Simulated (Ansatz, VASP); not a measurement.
# SnTe in VASP and in Ansatz

```
Sn Te
1.0
     0.00000    3.54993    3.54993
     3.54993    0.00000    3.54993
     3.54993    3.54993    0.00000
Sn Te
1 1
Direct
  0.00000 0.00000 0.00000
  0.75000 0.75000 0.75000
```

Measurements of this composition are mostly on another form, of space group No. 225.

Alike in both runs: task single point; functional r2SCAN; k mesh 6 × 6 × 6; occupations methfessel-paxton of order 1, width 0.02 eV; no spin polarisation.

```csv
,VASP,Ansatz
version,VASP 6.6.1,Ansatz 0.2.0
potentials or method,"VASP PAW PBE potentials, release 64 (Sn_d, Te)","plane waves, PAW"
plane-wave cutoff (eV),520,550
valence electrons in the cell,20,30
```

```tsv
	VASP	Ansatz	Ansatz less VASP
pressure (GPa)	0.8	0.8	0.00
```

The two sets of potentials don't hold the same shells in valence.

Caveats: the PAW data sets were made with another functional, which shifts forces and pressure a little (VASP).
